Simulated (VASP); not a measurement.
# KF (F-43m) in VASP: further runs, part 2 of 2

VASP 6.6.1.

## 5. Single point, PBE (shear_xy strain +4.8%)

Contents of INCAR:

```
ALGO = Fast
EDIFF = 1E-6
ENCUT = 520
GGA = PE
ISIF = 2
ISMEAR = -1
LASPH = True
LCHARG = False
LREAL = False
LWAVE = False
NBANDS = 15
NELM = 100
PREC = Accurate
SIGMA = 0.02
```

Contents of KPOINTS:

```
k-points
0
Gamma
  8 8 8
```

Contents of POSCAR:

```
KF
1.0
    0.0708899445      2.9354014298      2.9354014298
    2.9354014298      0.0708899445      2.9354014298
    3.0062913743      3.0062913743      0.0000000000
K F
1 1
Direct
    0.0053818561      0.0053818561     -0.0053818561
    0.2446181439      0.2446181439      0.2553818561
```

Potentials or basis: VASP PAW PBE potentials, release 64 (K_sv, F).

Launch:

```console
$ cat potpaw_PBE.64/K_sv/POTCAR potpaw_PBE.64/F/POTCAR > POTCAR
$ mpirun -np 1 vasp_std > vasp.out
```

OUTCAR:

```text
EDIFF = 1E-6
   ENCUT = 520
   GGA = PE
   ISIF = 2
   ISMEAR = -1
   LASPH = True
   LREAL = False
   NELM = 100
   PREC = Accurate

 ion  position               nearest neighbor table
   1  0.005  0.005  0.995-   2 2.54   2 2.54   2 2.55   2 2.55
   2  0.245  0.245  0.255-   1 2.54   1 2.54   1 2.55   1 2.55

  LATTYP: Found a body centered orthorhombic cell.
 ALAT       =     4.0510309921
 B/A-ratio  =     1.0494953118
 C/A-ratio  =     1.4492120330

  Lattice vectors:

 A1 = (   2.9354014298,   0.0708899445,  -2.9354014298)
 A2 = (  -2.9354014298,  -0.0708899445,  -2.9354014298)
 A3 = (   0.0708899445,   2.9354014298,   2.9354014298)

Analysis of symmetry for initial positions (statically):
=====================================================================
 Subroutine PRICEL returns:
 Original cell was already a primitive cell.

 Routine SETGRP: Setting up the symmetry group for a
 body centered orthorhombic supercell.

 Subroutine GETGRP returns: Found  4 space group operations
 (whereof  4 operations were pure point group operations)
 out of a pool of  8 trial point group operations.

[... 176 lines left out ...]
      5     -13.2473      2.00000
      6      -3.8754      2.00000
      7      -3.8538      2.00000
      8      -3.8277      2.00000
      9       1.5091      0.00000
     10       7.9479      0.00000
     11       8.1193      0.00000
     12       8.1321      0.00000
     13       8.3435      0.00000
     14       8.3958      0.00000
[... 401 lines left out ...]
      2     -22.2117      2.00000
      3     -13.3129      2.00000
      4     -13.2895      2.00000
      5     -13.2572      2.00000
      6      -3.9520      2.00000
      7      -3.8018      2.00000
      8      -3.7912      2.00000
      9       2.5919      0.00000
     10       6.6672      0.00000
     11       7.9201      0.00000
     12       8.0734      0.00000
     13       8.6464      0.00000
     14       8.8053      0.00000
     15      11.6346      0.00000

 [... further k-points ...]

------------------------ aborting loop because EDIFF is reached ----------------------------------------

  FORCE on cell =-STRESS in cart. coord.  units (eV):
  Direction    XX          YY          ZZ          XY          YZ          ZX
  --------------------------------------------------------------------------------------
  -------------------------------------------------------------------------------------
  Total        0.2921727      0.2921727      0.2825237     -0.0971037      0.0000000      0.0000000
  in kB        9.2591492      9.2591492      8.9533672     -3.0772830      0.0000000      0.0000000
  external PRESSURE =       9.1572219 kB  Pullay stress =       0.0000000 kB

 VOLUME and BASIS-vectors are now :
 -----------------------------------------------------------------------------
  energy-cutoff  :      520.00
  volume of cell :       50.56
      direct lattice vectors                 reciprocal lattice vectors
     0.070889944  2.935401430  2.935401430    -0.174549833  0.174549833  0.170334454
     2.935401430  0.070889944  2.935401430     0.174549833 -0.174549833  0.170334454
     3.006291374  3.006291374  0.000000000     0.166317877  0.166317877 -0.170334454

 POSITION                                       TOTAL-FORCE (eV/Angst)
 -----------------------------------------------------------------------------------
      3.00629      3.00629      0.03160         0.000000      0.000000      0.003855
      1.50315      1.50315      1.43610        -0.000000     -0.000000     -0.003855
 -----------------------------------------------------------------------------------
    total drift:                               -0.000001     -0.000001     -0.000260

  FREE ENERGIE OF THE ION-ELECTRON SYSTEM (eV)
  ---------------------------------------------------
  free  energy   TOTEN  =        -8.1189441237 eV

  energy  without entropy=       -8.1189441236  energy(sigma->0) =       -8.11894412
```

OSZICAR:

```text
N       E                     dE             d eps       ncg     rms          rms(c)
DAV:   1     0.110174582806E+03    0.11017E+03   -0.78163E+03  2850   0.992E+02
DAV:   2    -0.436862579396E+01   -0.11454E+03   -0.10440E+03  3637   0.271E+02
[... 11 lines left out ...]
RMM:  14    -0.811893998546E+01   -0.13381E-04   -0.63172E-05  4874   0.370E-02    0.224E-02
RMM:  15    -0.811894287181E+01   -0.28864E-05   -0.24321E-05  4514   0.225E-02    0.119E-02
RMM:  16    -0.811894922227E+01   -0.63505E-05   -0.23930E-05  4137   0.316E-02    0.247E-02
RMM:  17    -0.811894655586E+01    0.26664E-05   -0.55262E-06  3982   0.129E-02    0.142E-02
RMM:  18    -0.811894399087E+01    0.25650E-05   -0.36298E-06  3931   0.110E-02    0.150E-03
RMM:  19    -0.811894412366E+01   -0.13279E-06   -0.13820E-06  2786   0.541E-03
   1 F= -.81189441E+01 E0= -.81189441E+01  d E =-.287447E-10
```

stdout:

```text
POSCAR found type information on POSCAR K F
 POSCAR found :  2 types and       2 ions
 scaLAPACK will be used
 LDA part: xc-table for (Slater+PW92), standard interpolation
 POSCAR, INCAR and KPOINTS ok, starting setup
 FFT: planning ... GRIDC
 FFT: planning ... GRID_SOFT
 FFT: planning ... GRID
 WAVECAR not read
 entering main loop
WARNING in EDDRMM: call to ZHEGV failed, returncode =   6  3     12
WARNING in EDDRMM: call to ZHEGV failed, returncode =   6  3     10
```

Wall time 51 s (1 thread of Intel Xeon 6975P-C (Granite Rapids), shared host); peak memory 0.21 GiB.

What came out:

* Free energy: -8.1189 eV
* Pressure: 0.9 GPa
* Largest force: 0.004 eV/Å
* Band gap on the k mesh: 5.15 eV, indirect (least direct gap 5.34 eV)

Forces in eV/Å, atoms in the order of the input:
```
K    0.000  0.000  0.004
F    0.000  0.000 -0.004
```

Stress tensor (GPa, compression positive):
```
 0.93 -0.31  0.00
-0.31  0.93  0.00
 0.00  0.00  0.90
```

Levels at points of the mesh, in eV from the valence-band top:
```
           k point  band 5  band 6  band 7  band 8  band 9  band 10  band 11  band 12
(0.00, 0.00, 0.00)   -9.61   -0.24   -0.22   -0.19    5.15    11.58    11.76    11.77
(0.50, 0.00, 0.00)   -9.66   -0.27   -0.14   -0.14    8.08     9.25    10.65    11.07
(0.50, 0.50, 0.00)   -9.64   -0.46   -0.02    0.00    8.24     8.37    12.29    12.91
(0.00, 0.00, 0.50)   -9.65   -0.30   -0.12   -0.11    7.91     9.14    10.70    11.11
(0.50, 0.00, 0.50)   -9.63   -0.46   -0.01   -0.01    8.25     8.37    12.27    12.81
```

## 6. Overview

```csv
level,cell,k mesh,smearing,exchange at q = 0,grid for exact exchange (PRECFOCK),screening parameter,gap on the mesh (eV),pressure (GPa)
HSE06,hydrostatic strain -3.1%,6 × 6 × 6,gaussian 0.01 eV,truncated,Normal,0.2079 1/A,7.30,3.4
PBE,hydrostatic strain -3.1%,8 × 8 × 8,fermi-dirac 0.02 eV,-,-,-,5.41,3.8
r2SCAN,hydrostatic strain -3.1%,8 × 8 × 8,gaussian 0.01 eV,-,-,-,5.97,2.8
PBE,shear_xy strain +4.8%,8 × 8 × 8,fermi-dirac 0.02 eV,-,-,-,5.15,0.9
```

Alike in all rows: task single point; potentials or basis VASP PAW PBE potentials, release 64 (K_sv, F); no spin polarisation; cutoff (eV) 520.

Caveats: the PAW data sets were made with another functional, which shifts forces and pressure a little (some runs).

Absolute energies hang on the potentials; compare differences alone.
